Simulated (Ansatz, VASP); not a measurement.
Given: the input of a run of Ansatz 0.2.0 on CdS (Greenockite).

File input.yaml:

```yaml
crystal:
  lattice:
    - [4.0939120434, 0.0, 0.0]
    - [-2.0469560217, 3.5454318304, 0.0]
    - [0.0, 0.0, 6.6459482979]
  atoms:
    - { symbol: Cd, position: [0.6666666667, 0.3333333333, 0.5] }
    - { symbol: Cd, position: [0.3333333333, 0.6666666667, 0.0] }
    - { symbol: S, position: [0.6666666667, 0.3333333333, 0.875] }
    - { symbol: S, position: [0.3333333333, 0.6666666667, 0.375] }
kpoints:
  mp_grid: { grid: [7, 7, 4] }
scf:
  occupations: { method: fermi_dirac, width: 0.05 }
hamiltonian:
  xc: pbesol
  pseudopotentials: { kind: all_electron, lapw: { basis_error: 0.002 } }
output:
  forces: true
  stress: true
  eigenvalues: true
```

Potentials or basis: all-electron LAPW, scalar-relativistic.

The run is started by

```console
$ ansatz run input.yaml --threads 2 --pin off --max-ram 6144MiB --backend cpu --events-out ev --progress --plain --runs-dir out
```

Q: Translate it to VASP 6.6.1. Potentials there: VASP PAW PBE potentials, release 64 (Cd, S).

A: As run (the cutoff follows the program's own potentials):

The input INCAR:

```
SYSTEM = CdS
  PREC = Accurate
  ENCUT = 520
  EDIFF = 1E-6
  ISMEAR = -1
  SIGMA = 0.05
  LREAL = .False.
  LASPH = .True.
  NELM = 60
  ALGO = Normal
  ISIF = 2
  LWAVE = .False.
  LCHARG = .True.
  GGA = PS
  LELF = .True.
  LVHAR = .True.
  NBANDS = 26
```

Contents of KPOINTS:

```
regular mesh
0
Gamma
  7 7 4
  0 0 0
```

The input POSCAR:

```
CdS
1.0
    4.0939120434      0.0000000000      0.0000000000
   -2.0469560217      3.5454318304      0.0000000000
    0.0000000000      0.0000000000      6.6459482979
Cd S
2 2
Direct
    0.6666666667      0.3333333333      0.5000000000
    0.3333333333      0.6666666667      0.0000000000
    0.6666666667      0.3333333333      0.8750000000
    0.3333333333      0.6666666667      0.3750000000
```

Potentials or basis: VASP PAW PBE potentials, release 64 (Cd, S).

Run with:

```sh
$ cat potpaw_PBE.64/Cd/POTCAR potpaw_PBE.64/S/POTCAR > POTCAR
$ mpirun -np 1 vasp_std > vasp.out
```

Both were run:

|  | VASP | Ansatz | Ansatz less VASP |
| --- | --- | --- | --- |
| gap on the k mesh at the Fermi level (eV) | 1.15 | 1.15 | -0.005 |
| least direct gap on the mesh (eV) | 1.15 | 1.15 | -0.005 |
| pressure (GPa) | 2.0 | 1.6 | -0.41 |
| largest component of the traceless stress (GPa) | 0.49 | 0.47 | -0.019 |
| rms of the force components (eV/Å) | 0.043 | 0.042 | -0.0007 |

Atom by atom the forces differ by 0.001 eV/Å (rms over components). Ansatz ran all-electron here, so the differences hold the error of VASP's frozen core and of both bases.

Caveats: the PAW data sets were made with another functional, which shifts forces and pressure a little (VASP).
